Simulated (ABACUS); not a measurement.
# Si2Mo (I4/mmm) in ABACUS: settings compared

Aim: see how the results for Si2Mo move with the level of theory and the settings. Levels: PBE, PBE+D2, PBE+D3. Tasks: relaxation of cell and atoms.

Everything below comes from runs of ABACUS 3.10.1. Logs are shortened: lines on timing, memory, paths and dates and some standing lists are left out, and cuts for length are marked.

**1. The crystal as given**

Symmetry: I4/mmm, No. 139, tetragonal system. Conventional cell: a = 3.200 Å, b = 3.200 Å, c = 7.861 Å, α = 90.00°, β = 90.00°, γ = 90.00°. Around Mo (site symmetry 4/mmm) lie 10 Si at 2.62 Å. Si (site symmetry 4mm) has 5 Si at 2.61 to 2.63 Å and 5 Mo at 2.62 Å as nearest neighbours.

**2. Relaxation of cell and atoms, PBE, target pressure 5 GPa, at which the enthalpy is minimised**

Contents of INPUT:

```
INPUT_PARAMETERS
suffix              Si2Mo
calculation         cell-relax
basis_type          pw
pseudo_dir          ./
symmetry            1
dft_functional      pbe
ecutwfc             81
pseudo_rcut         7
nspin               1
nbands              15
ks_solver           dav
smearing_method     fd
smearing_sigma      0.00367493
scf_thr             1e-08
scf_nmax            100
mixing_type         broyden
mixing_beta         0.7
cal_force           1
cal_stress          1
relax_nmax          60
force_thr_ev        0.01
relax_method        cg
out_stru            1
stress_thr          0.5
press1              50
press2              50
press3              50
kpar                4
```

Contents of STRU:

```
ATOMIC_SPECIES
Mo 95.9500 Mo.upf
Si 28.0850 Si.upf

LATTICE_CONSTANT
1.8897261246

LATTICE_VECTORS
-1.6000000000 1.6000000000 3.9305000000
1.6000000000 -1.6000000000 3.9305000000
1.6000000000 1.6000000000 -3.9305000000

ATOMIC_POSITIONS
Cartesian

Mo
0.0
1
0.0000000000 0.0000000000 0.0000000000 1 1 1

Si
0.0
2
0.0000000000 0.0000000000 5.2432870000 1 1 1
0.0000000000 0.0000000000 2.6177130000 1 1 1
```

Contents of KPT:

```
K_POINTS
0
Gamma
8 8 8 0 0 0
```

Potentials or basis: PseudoDojo NC SR 0.4.1 PBE standard, plane waves.

Started as:

```sh
$ OMP_NUM_THREADS=1 mpirun -np 4 abacus > log
```

running log:

```text
ABACUS v3.10.1

               Atomic-orbital Based Ab-initio Computation at UStc

 ------------------------------------------------------------------------------------

 READING GENERAL INFORMATION
                           global_out_dir = OUT.Si2Mo/
                           global_in_card = INPUT
                               pseudo_dir = ./
                              orbital_dir =
                                    DSIZE = 4
                                    GSIZE = 1

 READING UNITCELL INFORMATION
                                    ntype = 2
                  lattice constant (Bohr) = 1.88973
              lattice constant (Angstrom) = 1

 READING ATOM TYPE 1
                               atom label = Mo
                      L=0, number of zeta = 1
                      L=1, number of zeta = 1
                      L=2, number of zeta = 1
             number of atom for this type = 1

 READING ATOM TYPE 2
                               atom label = Si
                      L=0, number of zeta = 1
                      L=1, number of zeta = 1
                      L=2, number of zeta = 1
             number of atom for this type = 2

                        TOTAL ATOM NUMBER = 3
CARTESIAN COORDINATES ( UNIT =       1.889726124600 Bohr ).
    atom                   x                   y                   z     mag                  vx                  vy                  vz
tauc_Mo1            0.0000000000        0.0000000000        0.0000000000  0.0000        0.0000000000        0.0000000000        0.0000000000
tauc_Si1            0.0000000000        0.0000000000        5.2432870000  0.0000        0.0000000000        0.0000000000        0.0000000000
tauc_Si2            0.0000000000        0.0000000000        2.6177130000  0.0000        0.0000000000        0.0000000000        0.0000000000

                          Volume (Bohr^3) = 271.609
                             Volume (A^3) = 40.2483

 Lattice vectors: (Cartesian coordinate: in unit of a_0)
                 -1.6                +1.6             +3.9305
                 +1.6                -1.6             +3.9305
                 +1.6                +1.6             -3.9305
 Reciprocal vectors: (Cartesian coordinate: in unit of 2 pi/a_0)
                   +0             +0.3125            +0.12721
              +0.3125                  +0            +0.12721
              +0.3125             +0.3125                  +0
 The esolver type has been set to : ksdft_pw

                PAO radial cut off (Bohr) = 7

 Read in pseudopotential file is Mo.upf
                     pseudopotential type = NC
          exchange-correlation functional = PBE
                 nonlocal core correction = 1
                        valence electrons = 14
                                     lmax = 2
                           number of zeta = 4
                     number of projectors = 6
                           L of projector = 0
[... 5 lines left out ...]
                PAO radial cut off (Bohr) = 7

 Read in pseudopotential file is Si.upf
                     pseudopotential type = NC
          exchange-correlation functional = PBE
                 nonlocal core correction = 1
                        valence electrons = 4
                                     lmax = 2
                           number of zeta = 2
                     number of projectors = 6
                           L of projector = 0
                           L of projector = 0
                           L of projector = 1
                           L of projector = 1
                           L of projector = 2
                           L of projector = 2
     initial pseudo atomic orbital number = 18

 SETUP THE ELECTRONS NUMBER
            electron number of element Mo = 14
      total electron number of element Mo = 14
            electron number of element Si = 4
      total electron number of element Si = 8
            AUTOSET number of electrons:  = 22
                           occupied bands = 11
                                   NBANDS = 15
                                   NLOCAL = 27

%%%%%%%%%%%%%%%%%%%%%%%%%%%%%%%%%%%%%%%%%%%%%%%%%%%%%%%%%%%%%%%%%%%%%%%%%%%%%%%%%%%%%%%%%%%%%%%%%%%%%%%%%%
 Warning: the number of valence electrons in pseudopotential > 6 for Mo: [Kr] 4d5 5s1
 Pseudopotentials with additional electrons can yield (more) accurate outcomes, but may be less efficient.
 If you're confident that your chosen pseudopotential is appropriate, you can safely ignore this warning.
%%%%%%%%%%%%%%%%%%%%%%%%%%%%%%%%%%%%%%%%%%%%%%%%%%%%%%%%%%%%%%%%%%%%%%%%%%%%%%%%%%%%%%%%%%%%%%%%%%%%%%%%%%

 SETUP THE PLANE WAVE BASIS
 energy cutoff for charge/potential (unit:Ry) = 324
            fft grid for charge/potential = [ 50, 50, 50 ]
                        fft grid division = [ 1, 1, 1 ]
        big fft grid for charge/potential = [ 50, 50, 50 ]
                                     nbxx = 125000
                                     nrxx = 125000

 SETUP PLANE WAVES FOR CHARGE/POTENTIAL
                    number of plane waves = 26811
                         number of sticks = 1639

 PARALLEL PW FOR CHARGE/POTENTIAL
     PROC   COLUMNS(POT)             PW
        1           1639          26811
 --------------- sum -------------------
        1           1639          26811
                            number of |g| = 1703
                                  max |g| = 29.2962
                                  min |g| = 0

----------- Double Check Mixing Parameters Begin ------------
mixing_type: broyden
mixing_beta: 0.7
mixing_gg0: 1
mixing_gg0_min: 0.1
mixing_ndim: 8
----------- Double Check Mixing Parameters End ------------

 LATTICE VECTORS: (CARTESIAN COORDINATE: IN UNIT OF A0)
                 -1.6                +1.6             +3.9305
                 +1.6                -1.6             +3.9305
                 +1.6                +1.6             -3.9305
                       right hand lattice = 1
                                   NORM_A = 4.53529
                                   NORM_B = 4.53529
                                   NORM_C = 4.53529
                           ALPHA (DEGREE) = 138.684
                           BETA  (DEGREE) = 138.684
                           GAMMA (DEGREE) = 59.857

 The lattice vectors have been changed (STRU_SIMPLE.cif)

(for optimal symmetric configuration:)
                             BRAVAIS TYPE = 6
                     BRAVAIS LATTICE NAME = 06. Tetrogonal I (body-centered)
                                    ibrav = 6
                                    IBRAV = 6
                                  BRAVAIS = BODY CENTERED TETROGONAL CELL
                       LATTICE CONSTANT A = 3.2
                                C/A RATIO = 2.45656
Original cell was already a primitive cell.
                        ROTATION MATRICES = 16
              PURE POINT GROUP OPERATIONS = 16
                   SPACE GROUP OPERATIONS = 16
                              POINT GROUP = D_4h
               POINT GROUP IN SPACE GROUP = D_4h

 SETUP K-POINTS
                                    nspin = 1
                   Input type of k points = Monkhorst-Pack(Gamma)
                                   nkstot = 512
                       right hand lattice = 1
(for reciprocal lattice: )
                             BRAVAIS TYPE = 6
                     BRAVAIS LATTICE NAME = 06. Tetrogonal I (body-centered)
                                    ibrav = 6
                       right hand lattice = 1
(for k-lattice: )
                             BRAVAIS TYPE = 6
                     BRAVAIS LATTICE NAME = 06. Tetrogonal I (body-centered)
                                    ibrav = 6
                       right hand lattice = 1
                        ROTATION MATRICES = 16
                               nkstot_ibz = 59
K-POINTS REDUCTION ACCORDING TO SYMMETRY
     IBZ    DIRECT_X    DIRECT_Y    DIRECT_Z  WEIGHT  ibz2bz
       1  0.00000000  0.00000000  0.00000000  0.0020       0
       2 -0.12500000  0.00000000  0.12500000  0.0156       1
       3 -0.25000000  0.00000000  0.25000000  0.0156       2
       4 -0.37500000  0.00000000  0.37500000  0.0156       3
       5  0.50000000  0.00000000  0.50000000  0.0078       4
       6 -0.12500000 -0.12500000  0.25000000  0.0156       9
[... 22 lines left out ...]
      29 -0.25000000  0.25000000  0.12500000  0.0156      86
      30 -0.25000000  0.12500000  0.25000000  0.0156      87
[... 29 further k points ...]

                               nkstot now = 59
[... K-POINTS DIRECT COORDINATES: 59 rows ...]

           k-point number in this process = 15
       minimum distributed K point number = 14
[... stars of the k points ...]

[... K-POINTS CARTESIAN COORDINATES: 15 rows ...]

[... K-POINTS DIRECT COORDINATES: 15 rows ...]

 SETUP PLANE WAVES FOR WAVE FUNCTIONS
     energy cutoff for wavefunc (unit:Ry) = 81
              fft grid for wave functions = [ 50, 50, 50 ]
                    number of plane waves = 4801
                         number of sticks = 517

 PARALLEL PW FOR WAVE FUNCTIONS
     PROC   COLUMNS(POT)             PW
        1            517           4801
 --------------- sum -------------------
        1            517           4801

 SETUP NONLOCAL PSEUDOPOTENTIALS IN PLANE WAVE BASIS
 Mo non-local projectors:
 projector 1 L=0
 projector 2 L=0
 projector 3 L=1
 projector 4 L=1
 projector 5 L=2
 projector 6 L=2
 Si non-local projectors:
 projector 1 L=0
 projector 2 L=0
 projector 3 L=1
 projector 4 L=1
 projector 5 L=2
 projector 6 L=2
      TOTAL NUMBER OF NONLOCAL PROJECTORS = 54

 Init Non-Local PseudoPotential table :
 Init Non-Local-Pseudopotential done.

                                     npwx = 3413

 Make real space PAO into reciprocal space.
       max mesh points in Pseudopotential = 701
     dq(describe PAO in reciprocal space) = 0.01
                                    max q = 1808

 number of pseudo atomic orbitals for Mo is 4
WARNING: norm of atomic wavefunction # 3 of atomic type Mo is 0.999021, renormalized
WARNING: norm of atomic wavefunction # 4 of atomic type Mo is 0.988409, renormalized

 number of pseudo atomic orbitals for Si is 2
WARNING: norm of atomic wavefunction # 1 of atomic type Si is 0.999875, renormalized
WARNING: norm of atomic wavefunction # 2 of atomic type Si is 0.996128, renormalized

 -------------------------------------------
 STEP OF RELAXATION : 1
 -------------------------------------------
                                 init_chg = atomic

 PW ALGORITHM --------------- ION=   1  ELEC=   1--------------------------------

 Density error is 0.309378964218
                          Error Threshold = 0.01
----------------------------------------------------------
     Energy           Rydberg                 eV
----------------------------------------------------------
 E_KohnSham     -157.4526622641      -2142.2533720618
 E_Harris       -162.5889294131      -2212.1358717379
 E_Fermi        1.2357773936         16.8136140121
----------------------------------------------------------

 PW ALGORITHM --------------- ION=   1  ELEC=   2--------------------------------

 Density error is 0.635878697745
                          Error Threshold = 0.00140626801917
----------------------------------------------------------
     Energy           Rydberg                 eV
----------------------------------------------------------
 E_KohnSham     -157.4747724346      -2142.5541963638
 E_Harris       -150.3313226976      -2045.3625765637
 E_Fermi        1.1174554920         15.2037619529
----------------------------------------------------------

 PW ALGORITHM --------------- ION=   1  ELEC=   3--------------------------------

 Density error is 0.00776521935301
                          Error Threshold = 0.00140626801917
----------------------------------------------------------
     Energy           Rydberg                 eV
----------------------------------------------------------
 E_KohnSham     -157.5896285845      -2144.1168944528
 E_Harris       -158.3231241089      -2154.0966130419
 E_Fermi        1.1855044120         16.1296150075
----------------------------------------------------------
[... 1015 lines left out ...]
------------------------------------------------------------------------------------------
 TOTAL-FORCE (eV/Angstrom)
------------------------------------------------------------------------------------------
                       Mo1         0.0000000000         0.0000000000         0.0000000000
                       Si1         0.0000000000         0.0000000000         0.0039720986
                       Si2         0.0000000000         0.0000000000        -0.0039720986
------------------------------------------------------------------------------------------

----------------------------------------------------------------
 TOTAL-STRESS (KBAR)
----------------------------------------------------------------
        50.2898493897        -0.0000000000         0.0000000000
        -0.0000000000        50.2898493897        -0.0000000000
        -0.0000000000        -0.0000000000        50.1507779312
----------------------------------------------------------------
 TOTAL-PRESSURE: 50.243492 KBAR

 Largest gradient in force is 0.003972 eV/A.
 Threshold is 0.010000 eV/A.

 Largest gradient in stress is 0.289849 kbar.
 Threshold is 0.500000 kbar.

 Relaxation is converged!

 --------------------------------------------
 !FINAL_ETOT_IS -2144.1339092491730298 eV
 --------------------------------------------
```

Run time: 2.7 min. Hardware: 4 MPI ranks of Intel Xeon 6975P-C (Granite Rapids), shared host; peak memory 0.44 GiB.

What came out:

```
Free energy                                            : -2144.1339 eV
Relaxed volume                                         : 13.27 Å³/atom
Relaxed cell                                           : a = 4.514 Å, b = 4.514 Å, c = 4.514 Å, α = 138.60°, β = 138.60°, γ = 59.99°
Space group after relaxing (to 0.05 Å)                 : I4/mmm (No. 139)
Energy change on relaxing (the enthalpy is what falls) : +1.6 meV/atom
Ionic steps                                            : 10
Pressure after relaxing                                : 5.0 GPa
Largest force after relaxing                           : 0.004 eV/Å
Band gap on the k mesh                                 : none (metal or under the smearing width)
```

Forces in eV/Å, atoms in the order of the input:
```
Mo   0.000  0.000  0.000
Si   0.000  0.000  0.004
Si   0.000  0.000 -0.004
```

The path:
```tsv
step	energy change (eV)	largest force (eV/Å)	pressure (GPa)	volume (Å³)
1	0.0000	0.3102	2.31	40.25
2	0.0500	0.0757	10.68	38.90
3	0.0098	0.1698	5.48	39.71
4	0.0104	0.1644	5.59	39.69
5	0.0047	0.0072	4.99	39.82
6	0.0048	0.0064	5.01	39.82
7	0.0044	0.0052	4.93	39.83
8	0.0044	0.0050	4.93	39.83
9	0.0054	0.0029	5.09	39.80
10	0.0049	0.0040	5.02	39.81
```

Final structure:
```yaml
crystal:
  lattice:
    - [-1.59563, 1.59563, 3.90933]
    - [1.59563, -1.59563, 3.90933]
    - [1.59563, 1.59563, -3.90933]
  atoms:
    - { symbol: Mo, position: [0.00000, 0.00000, 0.00000] }
    - { symbol: Si, position: [0.66511, 0.66511, 0.00000] }
    - { symbol: Si, position: [0.33489, 0.33489, 0.00000] }
```

Caveat: there are fewer bands than atomic start orbitals, so a level may be missed at k points of high symmetry.

(Continued in part 2 of 2.)
